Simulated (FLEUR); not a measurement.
# Al: single point with PBE

The system is Al.

```xyz
1
Lattice="0.0479 1.9691 2.0269 2.0433 -0.0084 2.0831 2.0406 2.0227 -0.0057" Properties=species:S:1:pos:R:3 pbc="T T T"
Al    0.0167    0.0547   -0.0153
```

The cell isn't the ideal one: cell strained at random at fixed volume.

| Property | Result |
| --- | --- |
| Program | FLEUR MaX-R8.1 (later development tree) |
| Task | single point |
| Functional | PBE |
| Potentials or basis | all-electron |
| Basis | FLAPW |
| Kmax | 4.1 1/bohr |
| k mesh | 11 × 11 × 11 |
| Occupations | fermi-dirac, width 0.05 eV |
| Spin | no spin polarisation |

```json
{"Band gap on the k mesh": "none (metal or under the smearing width)", "Valence electrons inside the program's atomic spheres": "Al 9.70 (radii Al 2.45 bohr)"}
```

Levels at points of the mesh, in eV from the Fermi level:
```
           k point  band 5  band 6  band 7  band 8  band 9
(0.00, 0.00, 0.00)  -11.13   11.99   12.26   13.35   13.53
```

Core levels (eV from the Fermi level):
```csv
atom,levels
1 Al,1s1/2 -1506.3
```

Wall time 4.4 min on 1 thread of Arm Neoverse V1 (shared host), peak memory 0.09 GiB.
